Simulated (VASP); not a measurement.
**BrCs: single point with PBE**

BrCs, in a box:

```
Br Cs
1.0
     9.00000    0.00000    0.00000
     0.00000    9.00000    0.00000
     0.00000    0.00000   13.00000
Br Cs
1 1
Direct
  0.50144 0.50233 0.38445
  0.50144 0.50233 0.62078
```

* Program: VASP 6.6.1
* Task: single point
* Functional: PBE
* Potentials or basis: VASP PAW PBE potentials, release 64 (Br, Cs_sv)
* Cutoff: 520 eV
* k mesh: 1 × 1 × 1
* Occupations: gaussian, width 0.01 eV
* Spin: no spin polarisation
* Further INCAR settings: ALGO = Normal; EDIFF = 1e-07; NBANDS = 15

* Largest force: 0.022 eV/Å
* Gap between the frontier levels: 2.82 eV

Forces in eV/Å, atoms in the order of the input:
```
Br   0.000  0.000 -0.022
Cs   0.000  0.000  0.022
```

Levels at points of the mesh, in eV from the valence-band top:
| k point | band 5 | band 6 | band 7 | band 8 | band 9 | band 10 | band 11 | band 12 |
| --- | --- | --- | --- | --- | --- | --- | --- | --- |
| (0.00, 0.00, 0.00) | -8.58 | -0.14 | 0.00 | 0.00 | 2.82 | 4.27 | 4.31 | 4.56 |

It took 78 s on 1 thread of Intel(R) Xeon(R) Platinum 8559C (Emerald Rapids), with other jobs on the host, peak memory 0.85 GiB.

Caveat: spin-orbit coupling is left out, which moves the levels of the heavy elements. A hybrid or GW would open this gap; PBE tends to underestimate it.
